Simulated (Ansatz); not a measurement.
KF under strains and displacements

Level of theory: DFT PBE, scalar-relativistic, plane waves, PAW in Ansatz.

Plane waves to 420 eV, a k mesh through Γ of 8×8×8 on the computed 2-atom cell and Gaussian smearing (0.02 eV); no spin polarisation.

Reference cell:

```
CELL_PARAMETERS angstrom
0.00000 2.67350 2.67350
2.67350 0.00000 2.67350
2.67350 2.67350 0.00000
ATOMIC_POSITIONS crystal
K 0.00000 0.00000 0.00000
F 0.50000 0.50000 0.50000
```

Each variant moves atoms of this cell by the vectors given, if any (Å), and then applies a symmetric strain (tensor components, Cartesian axes). The reference cell isn't relaxed at this level. Energies are per atom at zero smearing, counted from the lowest variant. Pressure is positive in compression.

1. strain (xx yy zz yz xz xy, %) 4.76 4.50 1.81 -3.00 2.42 -2.43; moves: K1 (-0.002, 0.014, 0.026); F2 (0.002, -0.014, -0.026)
2. strain (xx yy zz yz xz xy, %) 4.79 4.79 4.79 0.00 0.00 0.00
3. strain (xx yy zz yz xz xy, %) 3.55 3.55 3.55 0.00 0.00 0.00
4. strain (xx yy zz yz xz xy, %) -3.16 -3.16 -3.16 0.00 0.00 0.00
5. strain (xx yy zz yz xz xy, %) 0.38 0.38 0.38 0.00 0.00 0.00
6. strain (xx yy zz yz xz xy, %) 0.65 -5.07 -1.78 1.81 1.36 -1.63; moves: K1 (0.016, 0.001, -0.025); F2 (-0.016, -0.001, 0.025)
7. strain (xx yy zz yz xz xy, %) 2.44 2.82 2.69 1.00 0.11 0.10; moves: K1 (0.031, -0.030, -0.042); F2 (-0.031, 0.030, 0.042)

```tsv
result	ΔE (meV/atom)	P (GPa)	largest force (eV/Å)	gap on mesh (eV)
A	14.5	-2.27	0.00	5.49
B	37.1	5.55	0.00	6.71
C	5.1	-0.83	0.13	5.78
D	15.2	-1.60	0.07	5.57
E	0.0	0.93	0.00	6.11
F	5.2	-1.58	0.00	5.66
G	31.9	4.22	0.10	6.42
```

Task: Which variant gave which result?

Result: A is 2, B is 4, C is 7, D is 1, E is 5, F is 3, G is 6. The pressure falls as the cell grows: from the smallest volume to the largest the variants are 4, 6, 5, 7, 3, 1, 2.